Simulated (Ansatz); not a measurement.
Relaxed bulk IrO2:

```
Ir O
1.0
     4.47149    0.00000    0.00000
     0.00000    4.47149    0.00000
     0.00000    0.00000    3.15357
Ir O
2 4
Cartesian
  0.0000 0.0000 0.0000
  2.2357 2.2357 1.5768
  1.3807 1.3807 0.0000
  0.8550 3.6165 1.5768
  3.0908 3.0908 0.0000
  3.6165 0.8550 1.5768
```

Miller indices refer to the conventional cell of P4_2/mnm (No. 136), a = 4.471 Å, b = 4.471 Å, c = 3.154 Å, α = 90.00°, β = 90.00°, γ = 90.00°.

The (100) slab of 18 planes, 12.9 Å thick with 15 Å of vacuum as cut; outer planes O (top) and O (bottom).

Computed with DFT PBEsol, scalar-relativistic, plane waves, PAW (Ansatz 0.2.0). Plane waves to 420 eV, a k mesh through Γ of 11×8×1 on the computed 18-atom cell and Gaussian smearing (0.10 eV); no spin polarisation. A dipole correction removes the field between periodic images along c.

With the atoms at the bulk's places:

| Item | Value |
| --- | --- |
| Surface energy (mean of both faces) | 2.45 J/m² |
| Work function | 6.01 eV |

Question: What changes when all atoms relax within this surface cell and its symmetry?

Answer: The energy falls by 0.185 J/m² a face, and the largest move is 0.21 Å.

```yaml
Surface_energy_mean_of_both_faces: 2.26 J/m²
Work_function: 6.07 eV
```

```
plane (bottom to top) atoms spacing to next, bulk (Å) relaxed (Å) change (%)
                    1      O                      0.855        0.937        +9.6
                    2     Ir                      0.855        0.803        -6.0
                    3      O                      0.526        0.667       +26.8
                    4      O                      0.855        0.778        -9.0
                    5     Ir                      0.855        0.840        -1.7
                    6      O                      0.526        0.577        +9.9
                    7      O                      0.855        0.833        -2.6
                    8     Ir                      0.855        0.838        -2.0
                    9      O                      0.526        0.557        +6.0
                   10      O                      0.855        0.838        -2.0
                   11     Ir                      0.855        0.833        -2.6
                   12      O                      0.526        0.577        +9.9
                   13      O                      0.855        0.840        -1.7
                   14     Ir                      0.855        0.778        -9.0
                   15      O                      0.526        0.666       +26.8
                   16      O                      0.855        0.803        -6.0
                   17     Ir                      0.855        0.937        +9.6
                   18      O
```

Spin-orbit coupling is left out, which matters for the bands of heavy elements.